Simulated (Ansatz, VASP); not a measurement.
# InAs in two plane-wave programs

Aim: how closely do two programs agree when they are given the same cell, functional and k mesh? The cell is taken from a series of runs on this material, whose earlier steps may have relaxed, scaled, displaced or heated it; both programs get it as it stands.

Program: Ansatz 0.2.0. Level of theory: plane waves, with VASP 6.6.1 beside it; zone-centre phonons at LDA. Results are calculated unless marked as measured.

### Step 1. Set-up

It takes space group I-4m2 (No. 119, tetragonal). The conventional cell has a = 4.325 Å, b = 4.325 Å, c = 5.785 Å, α = 90.00°, β = 90.00°, γ = 90.00°. As has 4 In at 2.60 Å nearest. In has 4 As at 2.60 Å nearest. Farther neighbours are not listed.

Structure file:

```
As In
1.0
     0.00000    3.05846    2.89240
     3.05846    0.00000    2.89240
     3.05846    3.05846    0.00000
As In
1 1
Cartesian
  4.5877 4.5877 4.3386
  0.0000 0.0000 0.0000
```

### Step 2. VASP: zone-centre phonons, LDA, pair 1

Second derivatives magnify differences that forces hide, and they need a tight electronic threshold.

Lines of VASP's logs that name or quote its potential files are left out, and so is its time.

INCAR reads:

```
SYSTEM = InAs
PREC = Accurate
ENCUT = 500
EDIFF = 1E-08
NELM = 120
ISMEAR = 1
SIGMA = 0.2
LREAL = .FALSE.
ALGO = Normal
GGA = CA
NBANDS = 15
LORBIT = 11
LWAVE = .FALSE.
LCHARG = .FALSE.
ISIF = 2
IBRION = 8
LASPH = .TRUE.
GGA_COMPAT = .FALSE.
EFERMI = MIDGAP
KPAR = 2
```

POSCAR reads:

```
InAs
1.0
    0.0000000000      3.0584622222      2.8923951933
    3.0584622222      0.0000000000      2.8923951933
    3.0584622222      3.0584622222      0.0000000000
As In
1 1
Direct
    0.7500000000      0.7500000000      0.7500000000
    0.0000000000      0.0000000000      0.0000000000
```

KPOINTS reads:

```
Automatic mesh
0
Gamma
12 12 12
0 0 0
```

PAW data sets: As and In_d (LDA family, release 64).

On the command line:

```bash
$ mpirun -np 2 vasp_std
```

Numbers of over 12 decimals in the logs are rounded to 6 here.

Output:

```text
[banner, memory and clock lines left out]
running    2 mpi-ranks, on    1 nodes
 distrk:  each k-point on    1 cores,    2 groups
 distr:  one band on    1 cores,    1 groups

 POSCAR found type information on POSCAR AsIn
 POSCAR found :  2 types and       2 ions
 LDA part: xc-table for (Slater(with rela. corr.)+CA(PZ))
 , standard interpolation
 POSCAR, INCAR and KPOINTS ok, starting setup
 FFT: planning ... GRIDC
 FFT: planning ... GRID_SOFT
 FFT: planning ... GRID
 WAVECAR not read
 entering main loop
       N       E                     dE             d eps       ncg     rms          rms(c)
DAV:   1     0.112926231488E+03    0.11293E+03   -0.82606E+03  4941   0.128E+03
DAV:   2    -0.140169709231E+01   -0.11433E+03   -0.10983E+03  5359   0.305E+02
DAV:   3    -0.912731976665E+01   -0.77256E+01   -0.76759E+01  6255   0.799E+01
DAV:   4    -0.932896148067E+01   -0.20164E+00   -0.20157E+00  5973   0.144E+01
DAV:   5    -0.933856031155E+01   -0.95988E-02   -0.95986E-02  7326   0.270E+00    0.484E+00
DAV:   6    -0.905976420376E+01    0.27880E+00   -0.38831E-01  7875   0.113E+01    0.267E+00
DAV:   7    -0.901954422849E+01    0.40220E-01   -0.11486E-01  6861   0.323E+00    0.688E-01
DAV:   8    -0.901615216600E+01    0.33921E-02   -0.12296E-02  6531   0.136E+00    0.233E-01
DAV:   9    -0.901602891207E+01    0.12325E-03   -0.81620E-04  6364   0.259E-01    0.146E-01
DAV:  10    -0.901604993972E+01   -0.21028E-04   -0.11905E-04  7654   0.189E-01    0.723E-02
DAV:  11    -0.901605323468E+01   -0.32950E-05   -0.37085E-05  7517   0.120E-01    0.500E-02
DAV:  12    -0.901605072963E+01    0.25051E-05   -0.53763E-06  7324   0.326E-02    0.737E-03
DAV:  13    -0.901605077532E+01   -0.45693E-07   -0.72312E-07  6150   0.510E-03    0.159E-03
DAV:  14    -0.901605077003E+01    0.52908E-08   -0.25726E-08  6336   0.242E-03
   1 F= -.90160508E+01 E0= -.90161919E+01  d E =0.423432E-03
 Linear response reoptimize wavefunctions to high precision
DAV:   1    -0.901605077030E+01   -0.26216E-09   -0.39630E-09  5405   0.105E-03
DAV:   2    -0.901605077037E+01   -0.77989E-10   -0.92954E-10  3446   0.237E-04
 Linear response DOF=           4
 Linear response progress:
  Degree of freedom:   1/  4
       N       E                     dE             d eps       ncg     rms          rms(c)
RMM:   1    -0.478118032528E-01   -0.47812E-01    0.63439E-02 30101   0.160E+00
RMM:   2    -0.453106057675E-01    0.25012E-02    0.17892E-03 22365   0.598E-01    0.114E-01
RMM:   3    -0.460517048295E-01   -0.74110E-03   -0.20520E-03 26265   0.256E-01    0.483E-02
RMM:   4    -0.462273543765E-01   -0.17565E-03   -0.16547E-04 26774   0.860E-02    0.109E-02
RMM:   5    -0.462567283724E-01   -0.29374E-04   -0.18950E-05 27869   0.320E-02    0.522E-03
RMM:   6    -0.462394984557E-01    0.17230E-04   -0.19899E-06 26990   0.871E-03    0.162E-03
RMM:   7    -0.462387631883E-01    0.73527E-06   -0.22149E-07 29243   0.281E-03    0.118E-03
RMM:   8    -0.462390905968E-01   -0.32741E-06   -0.75747E-08 28559   0.119E-03    0.725E-04
RMM:   9    -0.462396957077E-01   -0.60511E-06   -0.35749E-08 27293   0.444E-04    0.783E-05
RMM:  10    -0.462397460793E-01   -0.50372E-07    0.54654E-08 29079   0.182E-04    0.757E-05
RMM:  11    -0.462397452108E-01    0.86854E-09   -0.84823E-08 30949   0.767E-05    0.240E-05
 first order change of Fermi-energy   0.18973E-03
 force on displaced ion       1 direction 1 :  -7.993  -0.000  -0.000
 Linear response progress:
  Degree of freedom:   2/  4
       N       E                     dE             d eps       ncg     rms          rms(c)
RMM:   1    -0.470966077371E-01   -0.47097E-01    0.65256E-02 17657   0.155E+00
RMM:   2    -0.452368669625E-01    0.18597E-02    0.13662E-03 13289   0.573E-01    0.106E-01
RMM:   3    -0.458777985790E-01   -0.64093E-03   -0.19308E-03 15362   0.239E-01    0.456E-02
RMM:   4    -0.460316550268E-01   -0.15386E-03   -0.14587E-04 15604   0.809E-02    0.107E-02
RMM:   5    -0.460637449216E-01   -0.32090E-04   -0.17647E-05 16234   0.310E-02    0.455E-03
RMM:   6    -0.460496501962E-01    0.14095E-04   -0.17749E-06 15832   0.803E-03    0.151E-03
RMM:   7    -0.460475230083E-01    0.21272E-05   -0.19583E-07 17446   0.265E-03    0.103E-03
RMM:   8    -0.460477267146E-01   -0.20371E-06   -0.37501E-08 16161   0.102E-03    0.569E-04
RMM:   9    -0.460482206584E-01   -0.49394E-06    0.27477E-09 15789   0.353E-04    0.933E-05
RMM:  10    -0.460483275837E-01   -0.10693E-06    0.37552E-08 17369   0.149E-04    0.768E-05
RMM:  11    -0.460483145508E-01    0.13033E-07   -0.32730E-08 17658   0.605E-05    0.231E-05
RMM:  12    -0.460483253357E-01   -0.10785E-07    0.24576E-08 17047   0.258E-05    0.351E-06
RMM:  13    -0.460483209940E-01    0.43416E-08   -0.13415E-08 16742   0.146E-05    0.162E-06
 first order change of Fermi-energy   0.95480E-03
 force on displaced ion       1 direction 3 :   0.000   0.000  -7.699
 Linear response progress:
  Degree of freedom:   3/  4
       N       E                     dE             d eps       ncg     rms          rms(c)
RMM:   1    -0.235438997298E+00   -0.23544E+00   -0.86947E-02 19311   0.494E+00
RMM:   2    -0.237917405085E+00   -0.24784E-02   -0.14117E-02 24322   0.106E+00    0.809E-02
RMM:   3    -0.237884987023E+00    0.32418E-04   -0.16192E-03 26255   0.329E-01    0.401E-02
RMM:   4    -0.237709002225E+00    0.17598E-03   -0.15526E-04 27008   0.111E-01    0.208E-02
RMM:   5    -0.237675133013E+00    0.33869E-04   -0.24797E-05 28234   0.405E-02    0.794E-03
RMM:   6    -0.237678282864E+00   -0.31499E-05   -0.32096E-06 28141   0.138E-02    0.192E-03
RMM:   7    -0.237687995860E+00   -0.97130E-05   -0.37087E-07 28644   0.416E-03    0.717E-04
RMM:   8    -0.237687282671E+00    0.71319E-06    0.85575E-08 28504   0.175E-03    0.450E-04
RMM:   9    -0.237686445095E+00    0.83758E-06    0.15740E-07 28661   0.782E-04    0.884E-05
RMM:  10    -0.237686119961E+00    0.32513E-06    0.36527E-07 29550   0.335E-04    0.385E-05
RMM:  11    -0.237686009686E+00    0.11028E-06    0.23485E-07 29514   0.167E-04    0.123E-05
RMM:  12    -0.237686045333E+00   -0.35647E-07    0.13401E-07 30950   0.956E-05    0.682E-06
RMM:  13    -0.237686054944E+00   -0.96119E-08    0.99039E-08 31312   0.606E-05    0.545E-06
 first order change of Fermi-energy  -0.30484E-04
 force on displaced ion       2 direction 1 :  -7.947   0.000   0.000
 Linear response progress:
  Degree of freedom:   4/  4
       N       E                     dE             d eps       ncg     rms          rms(c)
RMM:   1    -0.235063236496E+00   -0.23506E+00   -0.78821E-02 11352   0.499E+00
RMM:   2    -0.237613080732E+00   -0.25498E-02   -0.13499E-02 14203   0.105E+00    0.765E-02
RMM:   3    -0.237566004234E+00    0.47076E-04   -0.15521E-03 15485   0.322E-01    0.376E-02
RMM:   4    -0.237370105572E+00    0.19590E-03   -0.13413E-04 15752   0.103E-01    0.194E-02
RMM:   5    -0.237322183253E+00    0.47922E-04   -0.22353E-05 16551   0.386E-02    0.754E-03
RMM:   6    -0.237320583611E+00    0.15996E-05   -0.26297E-06 16431   0.123E-02    0.184E-03
RMM:   7    -0.237329781125E+00   -0.91975E-05   -0.31885E-07 16840   0.364E-03    0.688E-04
RMM:   8    -0.237329283943E+00    0.49718E-06   -0.72196E-08 16609   0.152E-03    0.388E-04
RMM:   9    -0.237328931479E+00    0.35246E-06   -0.17482E-08 17156   0.660E-04    0.129E-04
RMM:  10    -0.237328574045E+00    0.35743E-06    0.13680E-08 16567   0.281E-04    0.417E-05
RMM:  11    -0.237328535159E+00    0.38885E-07    0.12022E-07 17177   0.143E-04    0.274E-05
RMM:  12    -0.237328510797E+00    0.24362E-07    0.71344E-08 17891   0.828E-05    0.133E-05
RMM:  13    -0.237328585034E+00   -0.74237E-07    0.32698E-08 16623   0.565E-05    0.238E-05
RMM:  14    -0.237328585238E+00   -0.20406E-09    0.23000E-08 18614   0.405E-05    0.264E-05
 first order change of Fermi-energy  -0.16384E-04
 force on displaced ion       2 direction 3 :   0.000   0.000  -7.647
 Linear response finished
```

From OUTCAR (step 2):

```text
ion  position               nearest neighbor table
   1  0.750  0.750  0.750-   2 2.60   2 2.60   2 2.60   2 2.60
   2  0.000  0.000  0.000-   1 2.60   1 2.60   1 2.60   1 2.60

  LATTYP: Found a body centered tetragonal cell.
 ALAT       =     4.3253187546
 C/A-ratio  =     1.3374252199

 Subroutine GETGRP returns: Found  8 space group operations
 (whereof  8 operations were pure point group operations)

The static configuration has the point symmetry D_2d.

 Found    163 irreducible k-points:

   k-points           NKPTS =    163   k-points in BZ     NKDIM =    163   number of bands    NBANDS=     15

   dimension x,y,z NGX =    32 NGY =   32 NGZ =   32
   dimension x,y,z NGXF=    64 NGYF=   64 NGZF=   64

   ENCUT  =  500.0 eV  36.75 Ry    6.06 a.u.   7.67  7.67  7.89*2*pi/ulx,y,z

   NELECT =      18.0000    total number of electrons

 k-points in reciprocal lattice and weights: Automatic mesh
   0.00000000  0.00000000  0.00000000       0.001
   0.08333333  0.00000000  0.00000000       0.005
   0.16666667  0.00000000  0.00000000       0.005
   0.25000000  0.00000000  0.00000000       0.005
   0.33333333  0.00000000  0.00000000       0.005
   0.41666667  0.00000000  0.00000000       0.005
   0.50000000  0.00000000  0.00000000       0.002
   0.08333333  0.08333333  0.00000000       0.001
   0.16666667  0.08333333  0.00000000       0.005
[...]
-0.33333333  0.16666667  0.50000000       0.002
  -0.25000000  0.25000000  0.50000000       0.001

 average (electrostatic) potential at core
       1 -52.9133       2 -95.9242

  Total        0.0597135      0.0597135      0.6585183      0.0000000      0.0000000     -0.0000000
  in kB        1.7680283      1.7680283     19.4977542      0.0000000      0.0000000     -0.0000000
  external PRESSURE =       7.6779369 kB  Pullay stress =       0.0000000 kB

  energy-cutoff  :      500.00
  volume of cell :       54.11
      direct lattice vectors                 reciprocal lattice vectors
     0.000000000  3.058462222  2.892395193    -0.163480849  0.163480849  0.172867111
     3.058462222  0.000000000  2.892395193     0.163480849 -0.163480849  0.172867111
     3.058462222  3.058462222  0.000000000     0.163480849  0.163480849 -0.172867111

 POSITION                                       TOTAL-FORCE (eV/Angst)
 -----------------------------------------------------------------------------------
      4.58769      4.58769      4.33859         0.000000      0.000000      0.000000
      0.00000      0.00000      0.00000         0.000000      0.000000     -0.000000
 -----------------------------------------------------------------------------------
    total drift:                               -0.000000     -0.000000      0.000001

 Eigenvectors and eigenvalues of the dynamical matrix
 ----------------------------------------------------

   1 f  =    6.556535 THz    41.195926 2PiTHz  218.702476 cm-1    27.115639 meV
             X         Y         Z           dx          dy          dz
      4.587693  4.587693  4.338593     0.000000    0.778781    0.000000
      0.000000  0.000000  0.000000     0.000000   -0.627295    0.000000

   2 f  =    6.556535 THz    41.195926 2PiTHz  218.702476 cm-1    27.115639 meV
             X         Y         Z           dx          dy          dz
      4.587693  4.587693  4.338593     0.778781    0.000000    0.000000
      0.000000  0.000000  0.000000    -0.627295    0.000000    0.000000

   3 f  =    6.433694 THz    40.424089 2PiTHz  214.604920 cm-1    26.607607 meV
             X         Y         Z           dx          dy          dz
      4.587693  4.587693  4.338593     0.000000    0.000000    0.778956
      0.000000  0.000000  0.000000     0.000000    0.000000   -0.627079

   4 f/i=    0.009144 THz     0.057454 2PiTHz    0.305016 cm-1     0.037817 meV
             X         Y         Z           dx          dy          dz
      4.587693  4.587693  4.338593    -0.627295    0.000000    0.000000
      0.000000  0.000000  0.000000    -0.778781    0.000000    0.000000

   5 f/i=    0.009144 THz     0.057454 2PiTHz    0.305016 cm-1     0.037817 meV
             X         Y         Z           dx          dy          dz
      4.587693  4.587693  4.338593     0.000000   -0.627295    0.000000
      0.000000  0.000000  0.000000     0.000000   -0.778781    0.000000

   6 f/i=    0.010763 THz     0.067629 2PiTHz    0.359029 cm-1     0.044514 meV
             X         Y         Z           dx          dy          dz
      4.587693  4.587693  4.338593     0.000000    0.000000   -0.627079
      0.000000  0.000000  0.000000     0.000000    0.000000   -0.778956

 ELASTIC MODULI CONTR FROM IONIC RELAXATION (kBar)
 Direction    XX          YY          ZZ          XY          YZ          ZX
 --------------------------------------------------------------------------------
 XX           0.0000      0.0000      0.0000      0.0000      0.0000      0.0000
 YY           0.0000      0.0000      0.0000      0.0000      0.0000      0.0000
 ZZ           0.0000      0.0000      0.0000      0.0000      0.0000      0.0000
 XY           0.0000      0.0000      0.0000   -252.5673      0.0000     -0.0000
 YZ           0.0000      0.0000      0.0000      0.0000   -259.3099     -0.0000
 ZX           0.0000      0.0000      0.0000     -0.0000     -0.0000   -235.7973
 --------------------------------------------------------------------------------
```

The gap is under twice the smearing width, so the edge states are partly filled and the run can't tell a small gap from a semimetal. Methfessel-Paxton smearing is not meant for a cell with a gap.

(Continued in part 2 of 2.)

[Lines on the potential files, build, host, timing and source positions are cut from VASP's logs without a mark.]

[Logs are printed without paths, hosts, clocks, repeated set-up lines and the standing remarks that a program may print on its own settings, such as how far it seeks lower states.]

[Hosts, paths, dates, database ids (printed as entryN), source tags and the programs' standing remarks are cut or masked in the printed files.]
